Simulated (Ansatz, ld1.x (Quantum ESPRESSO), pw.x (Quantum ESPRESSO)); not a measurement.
**pw.x on fcc Hf: one setting changed**

Potential: norm-conserving RRKJ (Kleinman–Bylander form), ld1.x (Quantum ESPRESSO) 7.5, PBE; core [Xe] 4f14, reference 5d2 6s2 6p0; waves: 6p (bound, empty): rc 3.35 bohr; 5d (bound): rc 2.75 bohr; 5f channel at 0.2 Ry: rc 3.60 bohr; 6s (bound): rc 2.15 bohr; local part: the s channel; core correction: a·sin(br)/r model core inside 1.35 bohr; rho0 0.01.

The reference run (k-mesh 13³, cutoffs 50/200 Ry, Fermi–Dirac 0.01 Ry, mixing_beta 0.4, conv_thr 1e-9, no spin) gives -1.58 GPa at 22.681 Å³/atom, where all-electron LAPW gives -0.23 GPa. This run, with its own iteration cap, changes startingwfc to atomic.

```
&control
  calculation='scf', prefix='x', pseudo_dir='./', outdir='./tmp', tstress=.true., disk_io='none'
/
&system
  ibrav=0, nat=1, ntyp=1, ecutwfc=50, ecutrho=200, nbnd=9,
  occupations='smearing', smearing='fd', degauss=0.01
/
&electrons
  conv_thr=1e-09, mixing_beta=0.4, electron_maxstep=60, startingwfc='atomic'
/
ATOMIC_SPECIES
Hf 1.0 Hf.UPF
CELL_PARAMETERS angstrom
  0.00000000 2.24669474 2.24669474
  2.24669474 0.00000000 2.24669474
  2.24669474 2.24669474 0.00000000
ATOMIC_POSITIONS crystal
Hf 0.0000 0.0000 0.0000
K_POINTS automatic
13 13 13 0 0 0
```

```bash
pw.x < Hf.scf.in > Hf.scf.out
```

Q: How does the run end?

A: It converges in 9 iterations; the free energy moves by +0.0 meV/atom and the pressure by +0.00 GPa. The result is that of the reference run.

```
Message from routine setup:
     using ibrav=0 with symmetry is DISCOURAGED, use correct ibrav instead
     lattice parameter (alat)  =       6.0042  a.u.
     unit-cell volume          =     153.0590 (a.u.)^3
     number of electrons       =         4.00
     number of Kohn-Sham states=            9
     kinetic-energy cutoff     =      50.0000  Ry
     charge density cutoff     =     200.0000  Ry
     scf convergence threshold =      1.0E-09
     Exchange-correlation= PBE
     number of k points=    84  Fermi-Dirac smearing, width (Ry)=  0.0100
     iteration #  1     ecut=    50.00 Ry     beta= 0.40
     total energy              =     -23.69524071 Ry
     estimated scf accuracy    <       0.01984161 Ry
     iteration #  2     ecut=    50.00 Ry     beta= 0.40
     total energy              =     -23.69318942 Ry
     estimated scf accuracy    <       0.00482767 Ry
     iteration #  3     ecut=    50.00 Ry     beta= 0.40
     total energy              =     -23.69387676 Ry
     estimated scf accuracy    <       0.00005062 Ry
     iteration #  4     ecut=    50.00 Ry     beta= 0.40
     total energy              =     -23.69388492 Ry
     estimated scf accuracy    <       0.00002483 Ry
     iteration #  5     ecut=    50.00 Ry     beta= 0.40
     total energy              =     -23.69388858 Ry
     estimated scf accuracy    <       0.00000197 Ry
     iteration #  6     ecut=    50.00 Ry     beta= 0.40
     total energy              =     -23.69388888 Ry
     estimated scf accuracy    <       0.00000002 Ry
     iteration #  7     ecut=    50.00 Ry     beta= 0.40
     total energy              =     -23.69388888 Ry
     estimated scf accuracy    <          6.7E-09 Ry
     iteration #  8     ecut=    50.00 Ry     beta= 0.40
     total energy              =     -23.69388888 Ry
     estimated scf accuracy    <          6.6E-09 Ry
     iteration #  9     ecut=    50.00 Ry     beta= 0.40
     the Fermi energy is     8.6272 ev
!    total energy              =     -23.69388888 Ry
     estimated scf accuracy    <          2.2E-11 Ry
     smearing contrib. (-TS)   =      -0.00664576 Ry
     The total energy is F=E-TS. E is the sum of the following terms:
     one-electron contribution =       5.41027656 Ry
     hartree contribution      =       0.00815864 Ry
     xc contribution           =     -20.46648226 Ry
     ewald contribution        =      -8.63919605 Ry
     convergence has been achieved in   9 iterations
          total   stress  (Ry/bohr**3)                   (kbar)     P=      -15.76
     Message from routine punch:
     Nothing written, as per user request (disk_io='none')
```

The run took about 11 s on one core of a shared host (Neoverse-V1, 32 threads, 247 GiB, load 46).
